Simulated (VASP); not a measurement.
# Zn (Im-3m) in VASP: notebook

The runs below take Zn through equation of state, with PBEsol, PBE.

Program: VASP 6.6.1. These are calculated values, not measurements. Logs are shortened: lines on timing, memory, paths and dates and some standing lists are left out, and cuts for length are marked.

### Step 1. The crystal as given

It takes space group Im-3m (No. 229, cubic). The conventional cell has a = 3.138 Å, b = 3.138 Å, c = 3.138 Å, α = 90.00°, β = 90.00°, γ = 90.00°. Zn (site symmetry m-3m) has 8 Zn at 2.72 Å as nearest neighbours.

This isn't the form of Zn at room conditions, which is hcp.

### Step 2. Equation of state, PBEsol, 14.52 Å³/atom (volume scaled by 0.94)

Contents of INCAR:

```
PREC = Accurate ; ENCUT = 520
EDIFF = 1E-7 ; ISMEAR = -1
SIGMA = 0.05 ; LREAL = False
LASPH = True ; NELM = 80
ALGO = Normal ; ISIF = 2
LWAVE = False ; LCHARG = False
GGA = PS ; NBANDS = 12
```

Contents of KPOINTS:

```
regular mesh
0
Gamma
  12 12 12
```

Contents of POSCAR:

```
Zn
1.0
   -1.5370068493      1.5370068493      1.5370068493
    1.5370068493     -1.5370068493      1.5370068493
    1.5370068493      1.5370068493     -1.5370068493
Zn
1
Direct
    0.0000000000      0.0000000000      0.0000000000
```

Potentials or basis: VASP PAW PBE potentials, release 64 (Zn).

The run is started by

```
$ cat potpaw_PBE.64/Zn/POTCAR > POTCAR
$ mpirun -np 1 vasp_std > vasp.out
```

OUTCAR:

```text
PREC = Accurate
   ENCUT = 520
   EDIFF = 1E-7
   ISMEAR = -1
   LREAL = False
   LASPH = True
   NELM = 80
   ISIF = 2
   GGA = PS

 Found     72 irreducible k-points:

 Following reciprocal coordinates:
            Coordinates               Weight
  0.000000  0.000000  0.000000      1.000000
  0.083333  0.000000  0.000000     12.000000
  0.166667  0.000000  0.000000     12.000000
  0.250000  0.000000  0.000000     12.000000
  0.333333  0.000000  0.000000     12.000000
  0.416667  0.000000  0.000000     12.000000
   k-points           NKPTS =     72   k-points in BZ     NKDIM =     72   number of bands    NBANDS=     12
   number of dos      NEDOS =    301   number of ions     NIONS =      1
   total plane-waves  NPLWV =   8000
   dimension x,y,z NGX =    20 NGY =   20 NGZ =   20
   dimension x,y,z NGXF=    40 NGYF=   40 NGZF=   40
   ions per type =               1
   NGX,Y,Z   is equivalent  to a cutoff of  12.49, 12.49, 12.49 a.u.
   NGXF,Y,Z  is equivalent  to a cutoff of  24.98, 24.98, 24.98 a.u.
 SYSTEM =  unknown system
   PREC   = accura    normal or accurate (medium, high low for compatibility)
   ISTART =      0    job   : 0-new  1-cont  2-samecut
   ICHARG =      2    charge: 1-file 2-atom 10-const
   ISPIN  =      1    spin polarized calculation?
   LNONCOLLINEAR =      F non collinear calculations
   LSORBIT =      F    spin-orbit coupling
   LASPH  =      T    aspherical Exc in radial PAW
   ENCUT  =  520.0 eV  38.22 Ry    6.18 a.u.   4.95  4.95  4.95*2*pi/ulx,y,z
   NELM   =     80;   NELMIN=  2; NELMDL= -5     # of ELM steps
   EDIFF  = 0.1E-06   stopping-criterion for ELM
   LREAL  =      F    real-space projection
   EDIFFG = 0.1E-05   stopping-criterion for IOM
   NSW    =      0    number of steps for IOM
   IBRION =     -1    ionic relax: 0-MD 1-quasi-New 2-CG
   NFREE  =      0    steps in history (QN), initial steepest desc. (CG)
   ISIF   =      2    stress and relaxation
   ISYM   =      2    0-nonsym 1-usesym 2-fastsym
   POTIM  = 0.5000    time-step for ionic-motion
   TEBEG  =    0.0;   TEEND  =   0.0 temperature during run
   PSTRESS=    0.0 pullay stress
   NELECT =      12.0000    total number of electrons
   NUPDOWN=      -1.0000    fix difference up-down
   EMIN   =  10.00;   EMAX   =-10.00  energy-range for DOS
   EFERMI =   0.00;   METHOD = LEGACY
   ISMEAR =    -1;   SIGMA  =   0.05  broadening in eV -4-tet -1-fermi 0-gaus
   EFERMI_NEDOS =   21; number of points for ismear=-14 and -15
   IALGO  =     38    algorithm
   IMIX   =      4    mixing-type and parameters
     AMIX     =   0.40;   BMIX     =  1.00
     AMIX_MAG =   1.60;   BMIX_MAG =  1.00
  volume/ion in A,a.u.               =      14.52        98.01
  Fermi-wavevector in a.u.,A,eV,Ry     =   1.536171  2.902941 32.107301  2.359820
  Thomas-Fermi vector in A             =   2.642857
   LORBIT       =      0    0 simple, 1 ext, 2 COOP (PROOUT), +10 PAW based schemes
   GGA     = PS    functional components
   LHFCALC =     F    Hartree Fock is set to
   AEXX    =    0.0000 exact exchange contribution
   IVDW    =     0    specifies the selected vdW correction
   LEPSILON=     F    determine dielectric tensor
   LRPA    =     F    only Hartree local field effects (RPA)
 non-spin polarized calculation
  energy-cutoff  :      520.00
  volume of cell :       14.52
 maximum number of plane-waves:       402
   NGX =  9   NGY =  9   NGZ =  9

 number of electron      12.0000000 magnetization

 Free energy of the ion-electron system (eV)
  ---------------------------------------------------
  ext. energy  EPLUGINS =         0.00000000
  ---------------------------------------------------
  free energy    TOTEN  =        -1.48747689 eV

  energy without entropy =       -1.48363822  energy(sigma->0) =       -1.48555755

 E-fermi :   3.3777     XC(G=0): -11.9588

 val. band max:        3.3640206151   @ k =  -0.4167  -0.4167   0.0833
 cond. band min:       3.3786108896   @ k =   0.4167   0.0833   0.0000
 fundamental gap:      0.0145902745
 Fermi energy:         3.3776768440

 k-point     1 :       0.0000    0.0000    0.0000
  band No.  band energies     occupation
      1      -7.4930      2.00000
      2      -4.5395      2.00000
      3      -4.5395      2.00000
      4      -4.5395      2.00000
      5      -3.9797      2.00000
      6      -3.9797      2.00000
      7      23.3411      0.00000
      8      23.3411      0.00000
      9      23.3411      0.00000
     10      24.6397      0.00000
     11      24.6397      0.00000
     12      24.6397      0.00000

 k-point     2 :       0.0833    0.0000    0.0000
  band No.  band energies     occupation
      1      -7.2649      2.00000
      2      -4.5625      2.00000
      3      -4.5346      2.00000
      4      -4.4825      2.00000
      5      -4.0010      2.00000
      6      -3.9782      2.00000
      7      20.2765      0.00000
      8      21.7930      0.00000
      9      22.2252      0.00000
     10      23.3316      0.00000
     11      23.4651      0.00000
     12      24.5013      0.00000

 k-point     3 :       0.1667    0.0000    0.0000
  band No.  band energies     occupation
      1      -6.6080      2.00000
      2      -4.6253      2.00000
      3      -4.5089      2.00000
      4      -4.3233      2.00000
      5      -4.0418      2.00000
      6      -3.9734      2.00000
      7      15.8838      0.00000
      8      19.6347      0.00000
      9      20.3138      0.00000
     10      21.8028      0.00000
     11      22.5276      0.00000
     12      25.2053      0.00000

 k-point     4 :       0.2500    0.0000    0.0000
  band No.  band energies     occupation
      1      -5.7190      2.00000
      2      -4.7106      2.00000
      3      -4.2938      2.00000
      4      -4.0970      2.00000
      5      -4.0588      2.00000
      6      -3.9651      2.00000
      7      11.7465      0.00000
      8      17.7682      0.00000
      9      18.6709      0.00000
     10      20.6189      0.00000
     11      21.7579      0.00000
     12      26.4733      0.00000

 k-point     5 :       0.3333    0.0000    0.0000
  band No.  band energies     occupation
      1      -5.2916      2.00000
      2      -4.7953      2.00000
      3      -4.0441      2.00000
      4      -3.9547      2.00000
      5      -3.8592      2.00000
      6      -3.1915      2.00000
      7       7.9746      0.00000
      8      16.3399      0.00000
      9      17.4495      0.00000
     10      19.7920      0.00000
     11      21.2281      0.00000
     12      28.2166      0.00000

 k-point     6 :       0.4167    0.0000    0.0000
  band No.  band energies     occupation
      1      -5.2692      2.00000
      2      -4.8569      2.00000
      3      -4.0199      2.00000
      4      -3.9457      2.00000
      5      -3.6770      2.00000
      6      -1.2644      2.00000
      7       4.6465      0.00000
      8      15.4386      0.00000
      9      16.6995      0.00000
     10      19.3055      0.00000
     11      20.9284      0.00000
     12      30.3578      0.00000

 [... further k-points ...]

------------------------ aborting loop because EDIFF is reached ----------------------------------------

  FORCE on cell =-STRESS in cart. coord.  units (eV):
  Direction    XX          YY          ZZ          XY          YZ          ZX
  --------------------------------------------------------------------------------------
  -------------------------------------------------------------------------------------
  Total       -0.0947225     -0.0947225     -0.0947225      0.0000000     -0.0000000      0.0000000
  in kB      -10.4490427    -10.4490427    -10.4490427      0.0000000     -0.0000000      0.0000000
  external PRESSURE =     -10.4490427 kB  Pullay stress =       0.0000000 kB

 VOLUME and BASIS-vectors are now :
 -----------------------------------------------------------------------------
  energy-cutoff  :      520.00
  volume of cell :       14.52
      direct lattice vectors                 reciprocal lattice vectors
    -1.537006849  1.537006849  1.537006849     0.000000000  0.325307594  0.325307594
     1.537006849 -1.537006849  1.537006849     0.325307594  0.000000000  0.325307594
     1.537006849  1.537006849 -1.537006849     0.325307594  0.325307594  0.000000000

 POSITION                                       TOTAL-FORCE (eV/Angst)
 -----------------------------------------------------------------------------------
      0.00000      0.00000      0.00000        -0.000000      0.000000      0.000000
 -----------------------------------------------------------------------------------
    total drift:                                0.000000     -0.000000      0.000000

  FREE ENERGIE OF THE ION-ELECTRON SYSTEM (eV)
  ---------------------------------------------------
  free  energy   TOTEN  =        -1.4874768865 eV

  energy  without entropy=       -1.4836382184  energy(sigma->0) =       -1.48555755
```

Wall time 17 s (1 thread of Intel Xeon Platinum 8375C at 2.90GHz (Ice Lake), shared host); peak memory 0.12 GiB.

What came out:

```yaml
Free_energy: -1.4875 eV
Pressure: -1.0 GPa
Band_gap_on_the_k_mesh: none (metal or under the smearing width)
```

Caveat: the PAW data sets were made with another functional, which shifts forces and pressure a little.

### Step 3. Equation of state, PBEsol, 14.83 Å³/atom (volume scaled by 0.96)

INCAR is that of step 2.

KPOINTS is that of step 2.

Contents of POSCAR:

```
Zn
1.0
   -1.5478311978      1.5478311978      1.5478311978
    1.5478311978     -1.5478311978      1.5478311978
    1.5478311978      1.5478311978     -1.5478311978
Zn
1
Direct
    0.0000000000      0.0000000000      0.0000000000
```

Potentials or basis: VASP PAW PBE potentials, release 64 (Zn).

The run is started by

```
$ cat potpaw_PBE.64/Zn/POTCAR > POTCAR
$ mpirun -np 1 vasp_std > vasp.out
```

Run time: 15 s. Hardware: 1 thread of Intel Xeon Platinum 8375C at 2.90GHz (Ice Lake), shared host; peak memory 0.12 GiB.

The run converged. Its results:

```
Free energy            : -1.4840 eV
Pressure               : -2.5 GPa
Band gap on the k mesh : none (metal or under the smearing width)
```

Caveat: the PAW data sets were made with another functional, which shifts forces and pressure a little.

[end of part 1 of 2]
